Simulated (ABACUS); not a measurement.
Write the native input for ABACUS 3.10.1 that does the following.

* Task: single point
* Functional: PBE
* Potentials or basis: PseudoDojo NC SR 0.4.1 PBE standard
* Cutoff: 1361 eV
* Density cutoff: 5442 eV
* Basis: DZP LCAO (the cutoffs set its grid)
* k mesh: 10 × 10 × 6
* Occupations: fermi-dirac, width 0.05 eV
* Spin: no spin polarisation
* Orbital files: Ta Ta_confined-atom_7au_3s2p2d1f.orb, N N_confined-atom_6au_2s2p1d.orb
* Radial cutoff of the potentials (pseudo_rcut): 10 bohr
* SCF threshold on the density: 1e-07
* Max SCF steps: 100
* Eigensolver: genelpa
* Mixing: broyden
* Mixing share: 0.7
* Symmetry key: 1
* Bands: 20

Ta2N:

```
CELL_PARAMETERS angstrom
3.11286 0.00000 0.00000
-1.55643 2.69582 0.00000
0.00000 0.00000 4.86984
ATOMIC_POSITIONS crystal
Ta 0.32460 0.65342 0.25129
Ta 0.69069 0.34223 0.74321
N 0.99834 0.00588 0.00396
```

The cell comes from a database or a generator and needn't be the stable form of this composition.

The cell isn't the ideal one: atoms moved at random, drawn with an rms of 0.05 Å.

These files were run (other wordings do the same):

INPUT

```
INPUT_PARAMETERS
suffix              Ta2N
calculation         scf
basis_type          lcao
pseudo_dir          ./
orbital_dir         ./
symmetry            1
dft_functional      pbe
ecutwfc             100
pseudo_rcut         10
nspin               1
nbands              20
ks_solver           genelpa
smearing_method     fd
smearing_sigma      0.00367493
scf_thr             1e-07
scf_nmax            100
mixing_type         broyden
mixing_beta         0.7
cal_force           1
cal_stress          1
out_mul             1
```

STRU

```
ATOMIC_SPECIES
Ta 180.9479 Ta.upf
N 14.0070 N.upf

NUMERICAL_ORBITAL
Ta_confined-atom_7au_3s2p2d1f.orb
N_confined-atom_6au_2s2p1d.orb

LATTICE_CONSTANT
1.8897261246

LATTICE_VECTORS
3.1128615060 0.0000000000 0.0000000000
-1.5564307530 2.6958171426 0.0000000000
0.0000000000 0.0000000000 4.8698410000

ATOMIC_POSITIONS
Direct

Ta
0.0
2
0.3246030000 0.6534240000 0.2512930000 1 1 1
0.6906880000 0.3422290000 0.7432110000 1 1 1

N
0.0
1
-0.0016550000 0.0058830000 0.0039570000 1 1 1
```

KPT

```
K_POINTS
0
Gamma
10 10 6 0 0 0
```

Potentials or basis: PseudoDojo NC SR 0.4.1 PBE standard, DZP LCAO (the cutoffs set its grid).

Command:

```sh
$ OMP_NUM_THREADS=1 mpirun -np 4 abacus > log
```

It gave:

```
Pressure               : 0.0 GPa
Largest force          : 0.793 eV/Å
Band gap on the k mesh : none (metal or under the smearing width)
Mulliken charges       : Ta +0.41, +0.39; N -0.80 e
```

Caveat: the atomic orbitals were generated for these runs and aren't a published set; Mulliken charges move with the basis; the basis of atomic orbitals isn't converged, which shifts pressures, moduli and gaps.

Wall time 14 s on 4 MPI ranks on INTEL(R) XEON(R) PLATINUM 8581C CPU @ 2.10GHz (Emerald Rapids), on a shared host, peak memory 0.56 GiB a rank.
